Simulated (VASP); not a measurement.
TaS2: relaxation of cell and atoms with PBE+D3

Crystal: TaS2.

```xyz
3
Lattice="3.3500 0.0000 0.0000 -1.6750 2.9012 0.0000 0.0000 0.0000 5.8600" Properties=species:S:1:pos:R:3 pbc="T T T"
Ta    0.0000    0.0000    0.0000
S     1.6750    0.9671    4.3950
S     0.0000    1.9341    1.4650
```

```yaml
Program: VASP 6.6.1
Task: relaxation of cell and atoms
Functional: PBE
Dispersion: D3
Potentials_or_basis: VASP PAW PBE potentials, release 64 (Ta_pv, S)
Cutoff: 600 eV
k_mesh: 9 × 9 × 5
Occupations: fermi-dirac, width 0.05 eV
Spin: no spin polarisation
Further_INCAR_settings: ALGO = Normal; EDIFF = 1e-07; IBRION = 2; EDIFFG = -0.01; NSW = 40; ISIF = 3
```

```yaml
Relaxed_volume: 19.26 Å³/atom
Relaxed_cell: a = 3.354 Å, b = 3.354 Å, c = 5.932 Å, α = 90.00°, β = 90.00°, γ = 120.00°
Space_group_after_relaxing_to_0.05_Å: P-3m1 (No. 164)
Energy_gained_by_relaxing: 31.2 meV/atom
Ionic_steps: 18
Pressure_after_relaxing: 0.0 GPa
Largest_force_after_relaxing: 0.008 eV/Å
Band_gap_on_the_k_mesh: none (metal or under the smearing width)
Dispersion_energy_per_atom: -0.254 eV
```

Forces on the atoms (eV/Å):
```
Ta   0.000  0.000  0.000
S    0.000  0.000  0.008
S    0.000  0.000 -0.008
```

Step by step:
```csv
step,energy change (eV),largest force (eV/Å),pressure (GPa),volume (Å³)
1,0.0000,1.2762,7.18,56.95
2,0.1805,1.5720,-11.70,64.24
3,-0.0844,0.1086,-0.97,59.44
4,-0.0845,0.1466,-0.71,59.34
5,-0.0914,0.0626,-0.33,58.86
6,-0.0922,0.0238,-0.16,58.65
7,-0.0922,0.0215,-0.15,58.63
8,-0.0924,0.0555,0.11,58.47
9,-0.0924,0.0684,0.21,58.41
10,-0.0925,0.0655,0.20,58.39
11,-0.0928,0.0573,0.15,58.32
12,-0.0932,0.0409,0.06,58.19
13,-0.0935,0.0084,-0.11,57.92
14,-0.0935,0.0117,-0.09,57.95
15,-0.0936,0.0110,-0.02,57.86
16,-0.0936,0.0105,0.04,57.79
17,-0.0936,0.0103,0.05,57.78
18,-0.0936,0.0082,-0.04,57.79
```

Final structure:
```yaml
crystal:
  lattice:
    - [3.35416, 0.00000, 0.00000]
    - [-1.67708, 2.90479, 0.00000]
    - [0.00000, 0.00000, 5.93180]
  atoms:
    - { symbol: Ta, position: [0.00000, 0.00000, 0.00000] }
    - { symbol: S, position: [0.66667, 0.33333, 0.74055] }
    - { symbol: S, position: [0.33333, 0.66667, 0.25945] }
```

Levels at points of the mesh, in eV from the Fermi level:
```csv
k point,band 9,band 10,band 11,band 12,band 13,band 14,band 15
"(0.00, 0.00, 0.00)",-1.27,-0.62,-0.62,0.06,0.20,0.20,3.78
```

It took 5 min on 1 thread of Intel(R) Xeon(R) Platinum 8488C (Sapphire Rapids), with other jobs on the host, peak memory 0.23 GiB.

The run has no spin-orbit coupling, so splittings on Ta are missing. Zero-point motion and thermal expansion aren't in these numbers.
